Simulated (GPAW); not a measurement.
# SnTe (Fm-3m) in GPAW: a series of runs

One crystal, SnTe, is run at these levels: LDA, AM05, PBEsol, PBE; tasks: dielectric tensor.

All numbers are computed with GPAW 26.7.0; they aren't measurements. Logs are shortened: lines on timing, memory, paths and dates and some standing lists are left out, and cuts for length are marked. The log counts tension as positive stress, the text compression.

**Experimental background.**

From a printed reference work, textbook, for a bulk crystal of SnTe at 300 K: band gap 0.18 eV (direct).

The results are compared with them further down.

**1. The crystal as given**

Symmetry: Fm-3m, No. 225, cubic system. The conventional cell has a = 6.302 Å, b = 6.302 Å, c = 6.302 Å, α = 90.00°, β = 90.00°, γ = 90.00°. Around Te (site symmetry m-3m) lie 6 Sn at 3.15 Å. Around Sn (site symmetry m-3m) lie 6 Te at 3.15 Å.

**2. Dielectric tensor, LDA**

run.py reads:

```python
import numpy as np
from ase.dft.bandgap import bandgap
from ase.io import read, write
from gpaw import GPAW, PW
from gpaw.response.df import DielectricFunction

atoms = read('POSCAR')

calc = GPAW(mode=PW(400),
            xc='LDA',
            kpts={'size': (6, 6, 6), 'gamma': True},
            occupations={'name': 'fermi-dirac', 'width': 0.001},
            nbands=19,
            convergence={'density': 1e-06},
            maxiter=150,
            txt='gpaw.txt')
atoms.calc = calc
energy = atoms.get_potential_energy()
calc.write('gs.gpw')
write('result.traj', atoms)
print(f'Energy: {energy:.6f} eV')
print('Fermi level:', round(calc.get_fermi_level(), 4), 'eV')
print(f'Gap: {bandgap(calc)[0]:.4f} eV, direct: {bandgap(calc, direct=True)[0]:.4f} eV')

for size in [(18, 18, 18)]:
    name = 'x'.join(str(n) for n in size)
    dense = calc.fixed_density(kpts={'size': size, 'gamma': True},
                               nbands=36, convergence={'bands': 30, 'eigenstates': 1e-7},
                               update_fermi_level=True, txt=f'dense-{name}.txt')
    dense.write(f'{name}.gpw', mode='all')
    df = DielectricFunction(f'{name}.gpw', frequencies=np.array([0.0]), hilbert=False, eta=0.001,
                            ecut=80, nbands=30, intraband=False, txt=f'df-{name}.txt')
    for xc in ['RPA']:
        for direction in ['x', 'y', 'z', [0, 1, 1], [1, 0, 1], [1, 1, 0]]:
            e0, e = df.get_macroscopic_dielectric_constant(xc=xc, direction=direction)
            print(f'{name} {xc} {direction}: {e0:.4f} without, {e:.4f} with local fields')
```

POSCAR reads:

```
SnTe
1.0
    0.0000000000      3.1508500000      3.1508500000
    3.1508500000      0.0000000000      3.1508500000
    3.1508500000      3.1508500000      0.0000000000
Te Sn
1 1
Direct
    0.5000000000      0.5000000000      0.5000000000
    0.0000000000      0.0000000000      0.0000000000
```

Potentials or basis: the program's PAW data sets (release 1.2.1) made for this functional, pw.

On the command line:

```sh
> OMP_NUM_THREADS=1 python run.py
```

gpaw.txt:

```text
__  _  _
 | _ |_)|_||  |
 |__||  | ||/\| - 26.7.0

Input parameters:
  mode=PW(ecut=400.0),
  convergence={'density': 1e-06},
  kpts=MonkhorstPack(size=(6, 6, 6), gamma=True),
  maxiter=150,
  nbands=19,
  occupations=Occupations(name='fermi-dirac', width=0.001),
  xc=XC(name='LDA')

Diagonalizing LCAO Hamiltonian
Converting LCAO to pw mode

                 Te

       Sn

Atoms  # Å, Bohr magnetons
|   | symbol |        x |        y |        z |    initial magnetic moments |
|---|--------|----------|----------|----------|-----------------------------|
| 0 |     Te | 3.150850 | 3.150850 | 3.150850 | ( 0.0000,  0.0000,  0.0000) |
| 1 |     Sn | 0.000000 | 0.000000 | 0.000000 | ( 0.0000,  0.0000,  0.0000) |

Unit cell  # Å
| periodic |        x |        y |        z |  lengths |    angles |
|----------|----------|----------|----------|----------|-----------|
|      yes | 0.000000 | 3.150850 | 3.150850 | 4.455975 | 60.000000 |
|      yes | 3.150850 | 0.000000 | 3.150850 | 4.455975 | 60.000000 |
|      yes | 3.150850 | 3.150850 | 0.000000 | 4.455975 | 60.000000 |

Number of symmetries: 48
Symmetry operations  # r_c * U_cc + t_c -> r_c
|    | kind |            matrix            |
|----|------|------------------------------|
|  0 |  σ   |  1, 0, 0,  1, 0,-1,  1,-1, 0 |
|  1 |  C2  |  1, 0, 0,  1,-1, 0,  1, 0,-1 |
|  2 |  E   |  1, 0, 0,  0, 1, 0,  0, 0, 1 |
|  3 |  σ   |  1, 0, 0,  0, 0, 1,  0, 1, 0 |
|  4 |  C4  |  1, 0,-1,  1, 0, 0,  1,-1, 0 |
|  5 |  S6  |  1, 0,-1,  1,-1, 0,  1, 0, 0 |
|  6 |  σ   |  1, 0,-1,  0, 1,-1,  0, 0,-1 |
|  7 |  C3  |  1, 0,-1,  0, 0,-1,  0, 1,-1 |
|  8 |  S6  |  1,-1, 0,  1, 0, 0,  1, 0,-1 |
|  9 |  C4  |  1,-1, 0,  1, 0,-1,  1, 0, 0 |
| 10 |  C3  |  1,-1, 0,  0,-1, 1,  0,-1, 0 |
| 11 |  σ   |  1,-1, 0,  0,-1, 0,  0,-1, 1 |
| 12 |  σ   |  0, 1, 0,  1, 0, 0,  0, 0, 1 |
| 13 |  C4  |  0, 1, 0,  0, 1,-1, -1, 1, 0 |
| 14 |  C3  |  0, 1, 0,  0, 0, 1,  1, 0, 0 |
| 15 |  S6  |  0, 1, 0, -1, 1, 0,  0, 1,-1 |
| 16 |  C2  |  0, 1,-1,  1, 0,-1,  0, 0,-1 |
| 17 |  σ   |  0, 1,-1,  0, 1, 0, -1, 1, 0 |
| 18 |  S4  |  0, 1,-1,  0, 0,-1,  1, 0,-1 |
| 19 |  C4  |  0, 1,-1, -1, 1, 0,  0, 1, 0 |
| 20 |  C3  |  0, 0, 1,  1, 0, 0,  0, 1, 0 |
| 21 |  σ   |  0, 0, 1,  0, 1, 0,  1, 0, 0 |
| 22 |  S6  |  0, 0, 1,  0,-1, 1, -1, 0, 1 |
| 23 |  C4  |  0, 0, 1, -1, 0, 1,  0,-1, 1 |
| 24 |  S4  |  0, 0,-1,  1, 0,-1,  0, 1,-1 |
| 25 |  C3  |  0, 0,-1,  0, 1,-1,  1, 0,-1 |
| 26 |  C2  |  0, 0,-1,  0,-1, 0, -1, 0, 0 |
| 27 |  S6  |  0, 0,-1, -1, 0, 0,  0,-1, 0 |
| 28 |  S4  |  0,-1, 1,  1,-1, 0,  0,-1, 0 |
| 29 |  C4  |  0,-1, 1,  0, 0, 1, -1, 0, 1 |
| 30 |  C2  |  0,-1, 1,  0,-1, 0,  1,-1, 0 |
| 31 |  σ   |  0,-1, 1, -1, 0, 1,  0, 0, 1 |
| 32 |  C3  |  0,-1, 0,  1,-1, 0,  0,-1, 1 |
| 33 |  S6  |  0,-1, 0,  0, 0,-1, -1, 0, 0 |
| 34 |  S4  |  0,-1, 0,  0,-1, 1,  1,-1, 0 |
| 35 |  C2  |  0,-1, 0, -1, 0, 0,  0, 0,-1 |
| 36 |  C2  | -1, 1, 0,  0, 1, 0,  0, 1,-1 |
| 37 |  S6  | -1, 1, 0,  0, 1,-1,  0, 1, 0 |
| 38 |  S4  | -1, 1, 0, -1, 0, 1, -1, 0, 0 |
| 39 |  C3  | -1, 1, 0, -1, 0, 0, -1, 0, 1 |
| 40 |  S6  | -1, 0, 1,  0, 0, 1,  0,-1, 1 |
| 41 |  C2  | -1, 0, 1,  0,-1, 1,  0, 0, 1 |
| 42 |  C3  | -1, 0, 1, -1, 1, 0, -1, 0, 0 |
| 43 |  S4  | -1, 0, 1, -1, 0, 0, -1, 1, 0 |
| 44 |  C2  | -1, 0, 0,  0, 0,-1,  0,-1, 0 |
| 45 |  i   | -1, 0, 0,  0,-1, 0,  0, 0,-1 |
| 46 |  σ   | -1, 0, 0, -1, 1, 0, -1, 0, 1 |
| 47 |  C2  | -1, 0, 0, -1, 0, 1, -1, 1, 0 |

BZ-sampling:
  Number of BZ points: 216
  Number of IBZ points: 16

  Monkhorst-Pack size: [6, 6, 6]
  Monkhorst-Pack shift: [0.08333333333333333, 0.08333333333333333, 0.08333333333333333]

K-points  # in reciprocal-cell coordinates
|     |                                coordinates |     weight |
|-----|--------------------------------------------|------------|
|   0 | (  0.00000000,   0.00000000,   0.00000000) | 0.00462963 |
|   1 | (  0.16666667,   0.16666667,   0.00000000) | 0.02777778 |
|   2 | (  0.16666667,   0.16666667,   0.16666667) | 0.03703704 |
|   3 | (  0.33333333,   0.16666667,   0.16666667) | 0.05555556 |
|   4 | (  0.33333333,   0.33333333,  -0.33333333) | 0.05555556 |
|   5 | (  0.33333333,   0.33333333,   0.00000000) | 0.02777778 |
|   6 | (  0.33333333,   0.33333333,   0.16666667) | 0.11111111 |
|   7 | (  0.33333333,   0.33333333,   0.33333333) | 0.03703704 |
|   8 | (  0.50000000,   0.33333333,  -0.33333333) | 0.11111111 |
|   9 | (  0.50000000,   0.33333333,  -0.16666667) | 0.05555556 |
| ... |                                            |            |
|  15 | (  0.50000000,   0.50000000,   0.50000000) | 0.01851852 |

Plane wave coefficients: 1158
Cutoff: 400.0 eV

Spin-components: 1 (collinear spins)
Bands:           19
Projectors:      11
Spin-degeneracy: 2
Datatype:        complex128

Parallelization:
  kpt:    1
  domain: 1
  band:   1

Density:
  Valence electrons: 20.0
  Components: 1
  Grid points: [21 21 21]
  Charge: 0.0  # |e|

Potential:
  Grid points: [21 21 21]

species:
  Te:
    name:    Tellurium
    Z:       52.0
    valence: 6
    core:    46
    charge:  0.0  # [|e|]
    compensation charges:
      type: gauss
      rc: 0.36  # [Å]
      lmax: 2
    cutoffs:
      filter: 2.09  # [Å]
      core: 3.17  # [Å]
    projectors
    | kind |    occ | energy [eV] | rcut [Å] |
    |------|--------|-------------|----------|
    |   5s |  2.000 |     -15.337 |    1.180 |
    |   5p |  4.000 |      -6.113 |    1.196 |
    |    s |        |      11.875 |    1.180 |
    |    p |        |      21.098 |    1.196 |
    |    d |        |       0.000 |    1.238 |

    Using partial waves for Te as LCAO basis

  Sn:
    name:    Tin
    Z:       50.0
    valence: 14
    core:    36
    charge:  0.0  # [|e|]
    compensation charges:
      type: gauss
      rc: 0.38  # [Å]
      lmax: 2
    cutoffs:
      filter: 2.23  # [Å]
      core: 2.35  # [Å]
    projectors
    | kind |    occ | energy [eV] | rcut [Å] |
    |------|--------|-------------|----------|
    |   5s |  2.000 |     -10.799 |    1.201 |
    |   5p |  2.000 |      -3.869 |    1.270 |
    |   4d | 10.000 |     -25.910 |    1.185 |
    |    s |        |      16.413 |    1.201 |
    |    p |        |      23.342 |    1.270 |
    |    d |        |       1.302 |    1.185 |

    Using partial waves for Sn as LCAO basis

Reference energy: -352503.082954  # eV

eigensolver:
  PPCG
  Converge bands: occupied
  niter=2

density mixing:
  MSR1-Mixer
  Pratt-step length: 0.05
  Maximum mixing coefficient: 0.75
  Old densities: 10
  SVD Regularization: 0.005
  Good broyden scale: 1.0
  Trust region scale: 1.0
  Backstep threshold: 4.0
  History deletion threshold: 6.0
  Fourier metric: weight=20.0, sigma=0.015

occupation numbers:
  Fermi-Dirac:
    width: 0.0010  # eV

poisson solver:
  ecut: 3200.0  # eV

xc functional:
  name: None

convergence criteria:
- Maximum integral of absolute [dens]ity change: 1e-06 electrons / valence electron
- Maximum [total energy] change in last 3 cyles: 0.0005 eV / valence electron
- Maximum integral of absolute [eigenst]ate change: 4e-08 eV^2 / valence electron
maximum number of iterations: 150

SCF iterations
|iter     | |      energy | eigst |  dens |
|---------|-|-------------|-------|-------|
|iter:   1| |   -9.042509 | -0.24 |       |
|iter:   2| |   -9.034384 | -2.46 | -1.49 |
|iter:   3| |   -8.992311 | -2.87 | -1.53 |
|iter:   4| |   -8.991591 | -4.48 | -2.14 |
|iter:   5| |   -8.991549c| -5.21 | -2.67 |
|iter:   6| |   -8.991550c| -6.62 | -3.37 |
|iter:   7| |   -8.991550c| -7.89c| -4.21 |
|iter:   8| |   -8.991550c| -8.05c| -4.75 |
|iter:   9| |   -8.991550c| -8.65c| -6.01c|

Converged in 9 steps
Energy contributions relative to reference atoms: (reference = -352503.082954)

Energy contributions:
  Kinetic:          12.638940
  Coulomb:         -13.026364
  Zero:              0.200574
  External:          0.000000
  Xc:               -8.804700
  Entropy:          -0.000000
  Spinorbit:         0.000000
  ----------------------------
  Free energy:      -8.991550
  Extrapolated:     -8.991550

dipole moment: (-21.523430, -21.523430, -21.523430)  # |e|*Ang

Fermi level: 6.120
Eigenvalues  # (at kpt = [0.000, 0.000, 0.000])
| band index |      eig [eV] | occ [0-2] |
|------------|---------------|-----------|
|          0 |       -15.617 |     2.000 |
|        ... |               |           |
|          2 |       -15.605 |     2.000 |
|          3 |       -15.605 |     2.000 |
|          4 |       -15.605 |     2.000 |
|          5 |        -6.705 |     2.000 |
|          6 |         1.290 |     2.000 |
|          7 |         3.999 |     2.000 |
[... 9 lines left out ...]
|         17 |        13.152 |     0.000 |
|         18 |        13.152 |     0.000 |

Gap: 0.111 eV
Transition (v -> c):
  (s=0, k=15, n=9, [0.50, 0.50, 0.50]) -> (s=0, k=15, n=10, [0.50, 0.50, 0.50])
No difference between direct/indirect transitions
# Writing to gs.gpw (mode='')
```

Wall time 1.9 min (1 thread of Intel Xeon 6975P-C (Granite Rapids), shared host); peak memory 0.46 GiB.

Results:

- Free energy: -8.9915 eV
- Band gap on the k mesh: 0.11 eV, direct
- Electronic dielectric tensor (diagonal): 74.77

Electronic dielectric tensor:
```
74.77  0.00  0.00
 0.00 74.77  0.00
 0.00  0.00 74.77
```

Caveat: the gap is small at this level, which inflates the dielectric constant; the long-wavelength limit can be off by a per cent or two; spin-orbit coupling is left out, which moves the levels of the heavy elements.

**3. Dielectric tensor, AM05**

Edit run.py of step 2 so:

```diff
@@ -3,4 +3,6 @@
 from ase.io import read, write
-from gpaw import GPAW, PW
+from gpaw import GPAW, PW, setup_paths
 from gpaw.response.df import DielectricFunction
+
+setup_paths.insert(0, '.')
 
@@ -9,3 +11,3 @@
 calc = GPAW(mode=PW(400),
-            xc='LDA',
+            xc='AM05',
             kpts={'size': (6, 6, 6), 'gamma': True},
```

POSCAR is that of step 2.

Potentials or basis: PAW data sets generated in the run's folder for this functional, pw.

On the command line:

```sh
> gpaw-setup -f AM05 Sn Te
> OMP_NUM_THREADS=1 python run.py
```

gpaw.txt:

```text
__  _  _
 | _ |_)|_||  |
 |__||  | ||/\| - 26.7.0

Input parameters:
  mode=PW(ecut=400.0),
  convergence={'density': 1e-06},
  kpts=MonkhorstPack(size=(6, 6, 6), gamma=True),
  maxiter=150,
  nbands=19,
  occupations=Occupations(name='fermi-dirac', width=0.001),
  xc=XC(name='AM05')

Diagonalizing LCAO Hamiltonian
Converting LCAO to pw mode

                 Te

       Sn

Atoms  # Å, Bohr magnetons
|   | symbol |        x |        y |        z |    initial magnetic moments |
|---|--------|----------|----------|----------|-----------------------------|
| 0 |     Te | 3.150850 | 3.150850 | 3.150850 | ( 0.0000,  0.0000,  0.0000) |
| 1 |     Sn | 0.000000 | 0.000000 | 0.000000 | ( 0.0000,  0.0000,  0.0000) |

Unit cell  # Å
| periodic |        x |        y |        z |  lengths |    angles |
|----------|----------|----------|----------|----------|-----------|
|      yes | 0.000000 | 3.150850 | 3.150850 | 4.455975 | 60.000000 |
|      yes | 3.150850 | 0.000000 | 3.150850 | 4.455975 | 60.000000 |
|      yes | 3.150850 | 3.150850 | 0.000000 | 4.455975 | 60.000000 |

Number of symmetries: 48
Symmetry operations  # r_c * U_cc + t_c -> r_c
|    | kind |            matrix            |
|----|------|------------------------------|
|  0 |  σ   |  1, 0, 0,  1, 0,-1,  1,-1, 0 |
|  1 |  C2  |  1, 0, 0,  1,-1, 0,  1, 0,-1 |
|  2 |  E   |  1, 0, 0,  0, 1, 0,  0, 0, 1 |
|  3 |  σ   |  1, 0, 0,  0, 0, 1,  0, 1, 0 |
|  4 |  C4  |  1, 0,-1,  1, 0, 0,  1,-1, 0 |
|  5 |  S6  |  1, 0,-1,  1,-1, 0,  1, 0, 0 |
|  6 |  σ   |  1, 0,-1,  0, 1,-1,  0, 0,-1 |
[... 152 lines left out ...]
  Trust region scale: 1.0
  Backstep threshold: 4.0
  History deletion threshold: 6.0
  Fourier metric: weight=20.0, sigma=0.015

occupation numbers:
  Fermi-Dirac:
    width: 0.0010  # eV

poisson solver:
  ecut: 3200.0  # eV

xc functional:
  name: AM05 with 2 nearest neighbor stencil

convergence criteria:
- Maximum integral of absolute [dens]ity change: 1e-06 electrons / valence electron
- Maximum [total energy] change in last 3 cyles: 0.0005 eV / valence electron
- Maximum integral of absolute [eigenst]ate change: 4e-08 eV^2 / valence electron
maximum number of iterations: 150

SCF iterations
|iter     | |      energy | eigst |  dens |
|---------|-|-------------|-------|-------|
|iter:   1| |   -7.922694 | -0.23 |       |
|iter:   2| |   -7.916741 | -2.39 | -1.50 |
|iter:   3| |   -7.884493 | -2.79 | -1.54 |
|iter:   4| |   -7.884847 | -4.23 | -2.14 |
|iter:   5| |   -7.884954c| -5.03 | -2.66 |
|iter:   6| |   -7.884957c| -6.50 | -3.33 |
|iter:   7| |   -7.884957c| -7.84c| -4.26 |
|iter:   8| |   -7.884957c| -7.79c| -4.71 |
|iter:   9| |   -7.884957c| -8.38c| -5.90 |
|iter:  10| |   -7.884957c| -9.07c| -6.33c|

Converged in 10 steps
Energy contributions relative to reference atoms: (reference = -352515.799425)

Energy contributions:
  Kinetic:          13.868931
  Coulomb:         -14.150024
  Zero:              0.198208
  External:          0.000000
  Xc:               -7.802072
  Entropy:          -0.000000
  Spinorbit:         0.000000
  ----------------------------
  Free energy:      -7.884957
  Extrapolated:     -7.884957

dipole moment: (-21.411872, -21.411872, -21.411872)  # |e|*Ang

Fermi level: 6.414
Eigenvalues  # (at kpt = [0.000, 0.000, 0.000])
| band index |      eig [eV] | occ [0-2] |
|------------|---------------|-----------|
|          0 |       -15.473 |     2.000 |
|        ... |               |           |
|          2 |       -15.467 |     2.000 |
|          3 |       -15.467 |     2.000 |
|          4 |       -15.467 |     2.000 |
|          5 |        -6.442 |     2.000 |
|          6 |         1.662 |     2.000 |
|          7 |         4.221 |     2.000 |
[... 9 lines left out ...]
|         17 |        13.287 |     0.000 |
|         18 |        13.287 |     0.000 |

Gap: 0.124 eV
Transition (v -> c):
  (s=0, k=15, n=9, [0.50, 0.50, 0.50]) -> (s=0, k=15, n=10, [0.50, 0.50, 0.50])
No difference between direct/indirect transitions
# Writing to gs.gpw (mode='')
```

df-18x18x18.txt:

```text
FrequencyGridDescriptor(from 0.000 to 0.000 eV, 1 points)
FrequencyGridDescriptor(from 0.000 to 0.000 eV, 1 points)

Calculating chi0 body with:
    Ground state adapter containing:
    Number of spins: 1
    Number of kpoints: 5832
    Number of irreducible kpoints: 195
    Number of completely occupied states: 10
    Number of partially occupied states: 10

    Linear response parametrization:
    q_c: [0.0, 0.0, 0.0]
    Number of frequency points: 1
    Planewave cutoff: 80.0
    Number of bands: 30
    Number of planewaves: 113
    Broadening (eta): 0.001

Integrating chi0 body.

Symmetries of q_c:
    Direct symmetries (Uq -> q): 48
    Indirect symmetries (TUq -> q): 0
In total 48 allowed symmetries.

Integral kind: response function

Calculating chi0 optical extensions with:
    Ground state adapter containing:
    Number of spins: 1
    Number of kpoints: 5832
    Number of irreducible kpoints: 195
    Number of completely occupied states: 10
    Number of partially occupied states: 10

    Linear response parametrization:
    Number of frequency points: 1
    Planewave cutoff: 80.0
    Number of bands: 30
    Number of planewaves: 113
    Broadening (eta): 0.001
Integrating chi0 head and wings.

Symmetries of q_c:
    Direct symmetries (Uq -> q): 48
    Indirect symmetries (TUq -> q): 0
In total 48 allowed symmetries.

Integral kind: response function wings

Finished calculating chi0
```

It took 2.1 min on 1 thread of Intel Xeon 6975P-C (Granite Rapids), shared host; peak memory 0.46 GiB.

What came out:

```
Free energy                             : -7.8850 eV
Band gap on the k mesh                  : 0.12 eV, direct
Electronic dielectric tensor (diagonal) : 70.55
```

Electronic dielectric tensor:
```
70.55  0.00  0.00
 0.00 70.55  0.00
 0.00  0.00 70.55
```

Caveat: the gap is small at this level, which inflates the dielectric constant; the long-wavelength limit can be off by a per cent or two; spin-orbit coupling is left out, which moves the levels of the heavy elements.

[end of part 1 of 2]
